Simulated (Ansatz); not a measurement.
# Harmonic thermodynamics of Rh at 0.98 times its equilibrium volume

Computed with Ansatz, DFT PBE, scalar-relativistic, plane waves, PAW. Settings: 420 eV plane-wave cutoff, Γ-centred 20×20×20 mesh, Fermi-Dirac smearing of 0.15 eV. No spin polarisation. Phonons by linear response, acoustic sum rule imposed.

The cell, relaxed in shape and atoms at 0.98 times its equilibrium volume:
```
CELL_PARAMETERS angstrom
0.00000 1.90468 1.90468
1.90468 0.00000 1.90468
1.90468 1.90468 0.00000
ATOMIC_POSITIONS crystal
Rh 0.00000 0.00000 0.00000
```

In a metal, frequencies and elastic constants depend on the k mesh and the smearing, soft modes and shear constants most. The q mesh is coarse, so values between its points are rough.

Force constants from linear response on a 2×2×2 q mesh, interpolated to a fine mesh.

Phonon density of states, in bins of 5 cm⁻¹:
bin centre (cm⁻¹), share of modes (%) and a bar:
```
      2.5        0.0
      7.5        0.0
     12.5        0.0
     17.5        0.0
     22.5        0.0
     27.5        0.0
     32.5        0.1
     37.5        0.1
     42.5        0.1 #
     47.5        0.2 #
     52.5        0.2 #
     57.5        0.2 #
     62.5        0.3 #
     67.5        0.4 ##
     72.5        0.4 ##
     77.5        0.5 ##
     82.5        0.6 ###
     87.5        0.7 ###
     92.5        0.8 ####
     97.5        0.9 ####
    102.5        1.1 #####
    107.5        1.2 ######
    112.5        1.4 ######
    117.5        1.7 ########
    122.5        2.0 #########
    127.5        2.4 ###########
    132.5        3.0 #############
    137.5        3.9 #################
    142.5        4.1 ##################
    147.5        4.2 ###################
    152.5        4.3 ###################
    157.5        4.5 ####################
    162.5        4.6 ####################
    167.5        4.7 #####################
    172.5        4.8 ######################
    177.5        5.0 ######################
    182.5        4.0 ##################
    187.5        3.2 ##############
    192.5        3.1 ##############
    197.5        3.0 ##############
    202.5        2.8 #############
    207.5        2.2 ##########
    212.5        2.8 #############
    217.5        6.5 #############################
    222.5        6.7 ##############################
    227.5        3.5 ################
    232.5        2.0 #########
    237.5        1.3 ######
    242.5        0.3 #
```

Q: Give the zero-point energy per atom.

A: 31.7 meV.

Q: How large are the vibrational entropy and heat capacity at 300 K?

A: S = 3.80 k_B and C_V = 2.83 k_B per atom, 94 % of the Dulong–Petit value.

Q: Tabulate them against temperature.

A:
| T (K) | F_vib (meV/atom) | S (k_B/atom) | C_V (k_B/atom) |
| --- | --- | --- | --- |
| 100 | 28.7 | 1.09 | 1.86 |
| 200 | 12.0 | 2.69 | 2.64 |
| 300 | -16.2 | 3.80 | 2.83 |
| 400 | -52.7 | 4.63 | 2.90 |
| 500 | -95.5 | 5.28 | 2.94 |
| 600 | -143.4 | 5.82 | 2.96 |
| 700 | -195.6 | 6.27 | 2.97 |
| 800 | -251.4 | 6.67 | 2.98 |
| 900 | -310.4 | 7.02 | 2.98 |
| 1000 | -372.3 | 7.34 | 2.98 |

Cost: 1 run of about 0.72 core-minutes, on Intel Xeon 6975P-C (Granite Rapids) (shared hosts).